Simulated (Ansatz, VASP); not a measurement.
**SrO: VASP beside Ansatz**

Contents of INCAR:

```
SYSTEM = SrO
PREC = Accurate
ENCUT = 520
EDIFF = 1E-6
ISMEAR = 0
SIGMA = 0.05
LREAL = .False.
LASPH = .True.
NELM = 100
ALGO = Normal
ISIF = 2
LWAVE = .False.
LCHARG = .False.
GGA = PE
NBANDS = 15
```

Contents of KPOINTS:

```
regular mesh
0
Gamma
  8 8 8
  0 0 0
```

The input POSCAR:

```
SrO
1.0
    0.0000000000      2.5698000000      2.5698000000
    2.5698000000      0.0000000000      2.5698000000
    2.5698000000      2.5698000000      0.0000000000
Sr O
1 1
Direct
    0.0070208561      0.0070208561      0.0070208561
    0.5000000000      0.5000000000      0.5000000000
```

Input for Ansatz:

```yaml
crystal:
  lattice:
    - [0.0, 2.5698, 2.5698]
    - [2.5698, 0.0, 2.5698]
    - [2.5698, 2.5698, 0.0]
  atoms:
    - { symbol: Sr, position: [0.0070208561, 0.0070208561, 0.0070208561] }
    - { symbol: O, position: [0.5, 0.5, 0.5] }
basis:
  ecutwfc: 420
kpoints:
  mp_grid: { grid: [8, 8, 8] }
hamiltonian:
  xc: pbe
scf:
  occupations: { method: gaussian, width: 0.05 }
output:
  forces: true
  stress: true
  eigenvalues: true
  write_density: true
  write_potential: true
  elf: true
  volumetric_format: npy
```

Change from the starting cell: all Sr atoms moved +0.062 Å, as atom 1 along Cartesian [1 1 1].

Alike in both runs: task single point; functional PBE; k mesh 8 × 8 × 8; occupations gaussian, width 0.05 eV; no spin polarisation.

|  | VASP | Ansatz |
| --- | --- | --- |
| version | VASP 6.6.1 | Ansatz 0.2.0 |
| potentials or method | VASP PAW PBE potentials, release 64 (Sr_sv, O) | scalar-relativistic, plane waves, PAW |
| plane-wave cutoff (eV) | 520 | 420 |
| valence electrons in the cell | 16 | 16 |

|  | VASP | Ansatz | Ansatz less VASP |
| --- | --- | --- | --- |
| gap on the k mesh at the Fermi level (eV) | 3.30 | 3.34 | +0.048 |
| least direct gap on the mesh (eV) | 3.38 | 3.41 | +0.038 |
| pressure (GPa) | 3.6 | 3.0 | -0.59 |
| rms of the force components (eV/Å) | 0.084 | 0.078 | -0.0054 |

Atom by atom the forces differ by 0.005 eV/Å (rms over components).

A k mesh can miss the band edges.
